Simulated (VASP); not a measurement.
# K (Fm-3m) in VASP: notebook

One crystal, K, is run at these levels: PBE; tasks: single point.

All numbers are computed with VASP 6.6.1; they aren't measurements. Logs are shortened: lines on timing, memory, paths and dates and some standing lists are left out, and cuts for length are marked.

## (1) Starting point

Symmetry: Fm-3m, No. 225, cubic system. The conventional cell has a = 6.784 Å, b = 6.784 Å, c = 6.784 Å, α = 90.00°, β = 90.00°, γ = 90.00°.

This isn't the form of K at room conditions, which is bcc.

## (2) Single point, PBE

INCAR reads:

```
SYSTEM = K
ADDGRID = .False. ; ALGO = Normal
EDIFF = 1E-6 ; ENCUT = 550
GGA = PE ; ISIF = 2
ISMEAR = 0 ; LASPH = .True.
LCHARG = .False. ; LREAL = .False.
LWAVE = .False. ; NELM = 100
PREC = Accurate ; SIGMA = 0.1
```

KPOINTS reads:

```
k-points
0
Gamma
  2 2 2
  0 0 0
```

POSCAR reads:

```
K
1.0
    0.0000000000      3.3918728180      3.3918728180
    3.3918728180      0.0000000000      3.3918728180
    3.3918728180      3.3918728180      0.0000000000
K
1
Direct
    0.0000000000      0.0000000000      0.0000000000
```

Potentials or basis: VASP PAW PBE potentials, release 64 (K_sv).

Run with:

```
> cat potpaw_PBE.64/K_sv/POTCAR > POTCAR
> mpirun -np 1 vasp_std > vasp.out
```

OUTCAR:

```text
SYSTEM = K
   EDIFF = 1E-6
   ENCUT = 550
   GGA = PE
   ISIF = 2
   ISMEAR = 0
   LASPH = .True.
   LREAL = .False.
   NELM = 100
   PREC = Accurate

 Found      3 irreducible k-points:

 Following reciprocal coordinates:
            Coordinates               Weight
  0.000000  0.000000  0.000000      1.000000
  0.500000  0.000000  0.000000      4.000000
  0.500000  0.500000  0.000000      3.000000
   k-points           NKPTS =      3   k-points in BZ     NKDIM =      3   number of bands    NBANDS=      8
   number of dos      NEDOS =    301   number of ions     NIONS =      1
   total plane-waves  NPLWV =  64000
   dimension x,y,z NGX =    40 NGY =   40 NGZ =   40
   dimension x,y,z NGXF=    80 NGYF=   80 NGZF=   80
   ions per type =               1
   NGX,Y,Z   is equivalent  to a cutoff of  13.86, 13.86, 13.86 a.u.
   NGXF,Y,Z  is equivalent  to a cutoff of  27.73, 27.73, 27.73 a.u.
 SYSTEM =  K
   PREC   = accura    normal or accurate (medium, high low for compatibility)
   ISTART =      0    job   : 0-new  1-cont  2-samecut
   ICHARG =      2    charge: 1-file 2-atom 10-const
   ISPIN  =      1    spin polarized calculation?
   LNONCOLLINEAR =      F non collinear calculations
   LSORBIT =      F    spin-orbit coupling
   LASPH  =      T    aspherical Exc in radial PAW
   ENCUT  =  550.0 eV  40.42 Ry    6.36 a.u.   9.17  9.17  9.17*2*pi/ulx,y,z
   NELM   =    100;   NELMIN=  2; NELMDL= -5     # of ELM steps
   EDIFF  = 0.1E-05   stopping-criterion for ELM
   LREAL  =      F    real-space projection
   EDIFFG = 0.1E-04   stopping-criterion for IOM
   NSW    =      0    number of steps for IOM
   IBRION =     -1    ionic relax: 0-MD 1-quasi-New 2-CG
   NFREE  =      0    steps in history (QN), initial steepest desc. (CG)
   ISIF   =      2    stress and relaxation
   ISYM   =      2    0-nonsym 1-usesym 2-fastsym
   POTIM  = 0.5000    time-step for ionic-motion
   TEBEG  =    0.0;   TEEND  =   0.0 temperature during run
   PSTRESS=    0.0 pullay stress
   NELECT =       9.0000    total number of electrons
   NUPDOWN=      -1.0000    fix difference up-down
   EMIN   =  10.00;   EMAX   =-10.00  energy-range for DOS
   EFERMI =   0.00;   METHOD = LEGACY
   ISMEAR =     0;   SIGMA  =   0.10  broadening in eV -4-tet -1-fermi 0-gaus
   EFERMI_NEDOS =   21; number of points for ismear=-14 and -15
   IALGO  =     38    algorithm
   IMIX   =      4    mixing-type and parameters
     AMIX     =   0.40;   BMIX     =  1.00
     AMIX_MAG =   1.60;   BMIX_MAG =  1.00
  volume/ion in A,a.u.               =      78.05       526.68
  Fermi-wavevector in a.u.,A,eV,Ry     =   0.796843  1.505815  8.639139  0.634959
  Thomas-Fermi vector in A             =   1.903445
   LORBIT       =      0    0 simple, 1 ext, 2 COOP (PROOUT), +10 PAW based schemes
   GGA     = PE    functional components
   LHFCALC =     F    Hartree Fock is set to
   AEXX    =    0.0000 exact exchange contribution
   IVDW    =     0    specifies the selected vdW correction
   LEPSILON=     F    determine dielectric tensor
   LRPA    =     F    only Hartree local field effects (RPA)
 non-spin polarized calculation
 Gauss-broadening in eV      SIGMA  =   0.10
  energy-cutoff  :      550.00
  volume of cell :       78.05
 maximum number of plane-waves:      2277
 NGX is ok and might be reduce to    40
   NGX = 19   NGY = 19   NGZ = 19

 number of electron       9.0000000 magnetization

 Free energy of the ion-electron system (eV)
  ---------------------------------------------------
  ext. energy  EPLUGINS =         0.00000000
  ---------------------------------------------------
  free energy    TOTEN  =        -0.57152884 eV

  energy without entropy =       -0.54902716  energy(sigma->0) =       -0.56027800

 E-fermi :   0.1454     XC(G=0):  -5.4219

 val. band max:        0.0977224274   @ k =   0.5000   0.0000   0.0000
 cond. band min:       0.4091144066   @ k =   0.5000   0.0000   0.0000
 fundamental gap:      0.3113919792
 Fermi energy:         0.1453947162

 k-point     1 :       0.0000    0.0000    0.0000
  band No.  band energies     occupation
      1     -32.2475      2.00000
      2     -15.7083      2.00000
      3     -15.7083      2.00000
      4     -15.7083      2.00000
      5      -2.2450      2.00000
      6       3.9556      0.00000
      7       3.9556      0.00000
      8       3.9556      0.00000

 k-point     2 :       0.5000    0.0000    0.0000
  band No.  band energies     occupation
      1     -32.2447      2.00000
      2     -15.7631      2.00000
      3     -15.7161      2.00000
      4     -15.7161      2.00000
      5       0.0977      1.49981
      6       0.4091      0.00019
      7       3.7809      0.00000
      8       3.7809      0.00000

 k-point     3 :       0.5000    0.5000    0.0000
  band No.  band energies     occupation
      1     -32.2438      2.00000
      2     -15.7602      2.00000
      3     -15.7286      2.00000
      4     -15.7286      2.00000
      5       0.8487      0.00000
      6       1.0897      0.00000
      7       2.1055      0.00000
      8       4.5319      0.00000

------------------------ aborting loop because EDIFF is reached ----------------------------------------

  FORCE on cell =-STRESS in cart. coord.  units (eV):
  Direction    XX          YY          ZZ          XY          YZ          ZX
  --------------------------------------------------------------------------------------
  -------------------------------------------------------------------------------------
  Total        0.0842321      0.0842321      0.0842321     -0.0000000     -0.0000000      0.0000000
  in kB        1.7291771      1.7291771      1.7291771     -0.0000000     -0.0000000      0.0000000
  external PRESSURE =       1.7291771 kB  Pullay stress =       0.0000000 kB

 VOLUME and BASIS-vectors are now :
 -----------------------------------------------------------------------------
  energy-cutoff  :      550.00
  volume of cell :       78.05
      direct lattice vectors                 reciprocal lattice vectors
     0.000000000  3.391872818  3.391872818    -0.147411188  0.147411188  0.147411188
     3.391872818  0.000000000  3.391872818     0.147411188 -0.147411188  0.147411188
     3.391872818  3.391872818  0.000000000     0.147411188  0.147411188 -0.147411188

 POSITION                                       TOTAL-FORCE (eV/Angst)
 -----------------------------------------------------------------------------------
      0.00000      0.00000      0.00000         0.000000     -0.000000      0.000000
 -----------------------------------------------------------------------------------
    total drift:                               -0.000000     -0.000000     -0.000000

  FREE ENERGIE OF THE ION-ELECTRON SYSTEM (eV)
  ---------------------------------------------------
  free  energy   TOTEN  =        -0.5715288405 eV

  energy  without entropy=       -0.5490271575  energy(sigma->0) =       -0.56027800
```

Run time: 5 s. Hardware: 1 thread of Intel Xeon Platinum 8488C (Sapphire Rapids), shared host; peak memory 0.22 GiB.

These settings aren't checked as converged: the numbers below hold their error.

What came out:

```yaml
Free_energy: -0.5715 eV
Pressure: 0.2 GPa
Band_gap_on_the_k_mesh: none (metal or under the smearing width)
```

Caveat: the k mesh is coarse (spacing up to 0.80 Å⁻¹), so the values aren't converged.

## (3) Single point, PBE

Changes to INCAR since step 2:

```diff
@@ -2,3 +2,3 @@
 ADDGRID = .False. ; ALGO = Normal
-EDIFF = 1E-6 ; ENCUT = 550
+EDIFF = 1E-6 ; ENCUT = 700
 GGA = PE ; ISIF = 2
```

KPOINTS is that of step 2.

POSCAR is that of step 2.

Potentials or basis: VASP PAW PBE potentials, release 64 (K_sv).

Run with:

```
> cat potpaw_PBE.64/K_sv/POTCAR > POTCAR
> mpirun -np 1 vasp_std > vasp.out
```

Run time: 6.7 s. Hardware: 1 thread of Intel Xeon Platinum 8488C (Sapphire Rapids), shared host; peak memory 0.23 GiB.

The run converged, but some of its settings lie outside the range that counts as converged, so its numbers aren't taken as properties of the crystal.

What came out:

| Quantity | Value |
| --- | --- |
| Free energy | -0.5716 eV |
| Pressure | 0.2 GPa |
| Band gap on the k mesh | none (metal or under the smearing width) |

Caveat: the k mesh is coarse (spacing up to 0.80 Å⁻¹), so the values aren't converged.

## (4) Single point, PBE

Changes to INCAR since step 3:

```diff
@@ -2,3 +2,3 @@
 ADDGRID = .False. ; ALGO = Normal
-EDIFF = 1E-6 ; ENCUT = 700
+EDIFF = 1E-6 ; ENCUT = 300
 GGA = PE ; ISIF = 2
```

KPOINTS reads:

```
k-points
0
Gamma
  7 7 7
  0 0 0
```

POSCAR is that of step 3.

Run with:

```
> cat potpaw_PBE.64/K_sv/POTCAR > POTCAR
> mpirun -np 1 vasp_std > vasp.out
```

Run time: 4.4 s. Hardware: 1 thread of Intel Xeon Platinum 8488C (Sapphire Rapids), shared host; peak memory 0.14 GiB.

The run converged, but some of its settings lie outside the range that counts as converged, so its numbers aren't taken as properties of the crystal.

Results:

| Property | Result |
| --- | --- |
| Free energy | -1.0542 eV |
| Pressure | -0.3 GPa |
| Band gap on the k mesh | none (metal or under the smearing width) |

Caveat: the cutoff is under 1.25 times the usual one of these potentials, so pressure, stress and relaxed cells hold a basis-set (Pulay) error.

## (5) Single point, PBE

Changes to INCAR since step 4:

```diff
@@ -2,3 +2,3 @@
 ADDGRID = .False. ; ALGO = Normal
-EDIFF = 1E-6 ; ENCUT = 300
+EDIFF = 1E-6 ; ENCUT = 350
 GGA = PE ; ISIF = 2
```

KPOINTS is that of step 4.

POSCAR is that of step 4.

Run with:

```
> cat potpaw_PBE.64/K_sv/POTCAR > POTCAR
> mpirun -np 1 vasp_std > vasp.out
```

Wall time 6.6 s (1 thread of Intel Xeon Platinum 8488C (Sapphire Rapids), shared host); peak memory 0.15 GiB.

These settings aren't checked as converged: the numbers below hold their error.

What came out:

```
Free energy            : -1.0552 eV
Pressure               : -0.2 GPa
Band gap on the k mesh : none (metal or under the smearing width)
```

## (6) Single point, PBE

Changes to INCAR since step 5:

```diff
@@ -2,3 +2,3 @@
 ADDGRID = .False. ; ALGO = Normal
-EDIFF = 1E-6 ; ENCUT = 350
+EDIFF = 1E-6 ; ENCUT = 400
 GGA = PE ; ISIF = 2
```

KPOINTS is that of step 5.

POSCAR is that of step 5.

Potentials or basis: VASP PAW PBE potentials, release 64 (K_sv).

Run with:

```
> cat potpaw_PBE.64/K_sv/POTCAR > POTCAR
> mpirun -np 1 vasp_std > vasp.out
```

Run time: 6.2 s. Hardware: 1 thread of Intel Xeon Platinum 8488C (Sapphire Rapids), shared host; peak memory 0.16 GiB.

The run converged, but some of its settings lie outside the range that counts as converged, so its numbers aren't taken as properties of the crystal.

What came out:

| Property | Result |
| --- | --- |
| Free energy | -1.0558 eV |
| Pressure | -0.2 GPa |
| Band gap on the k mesh | none (metal or under the smearing width) |
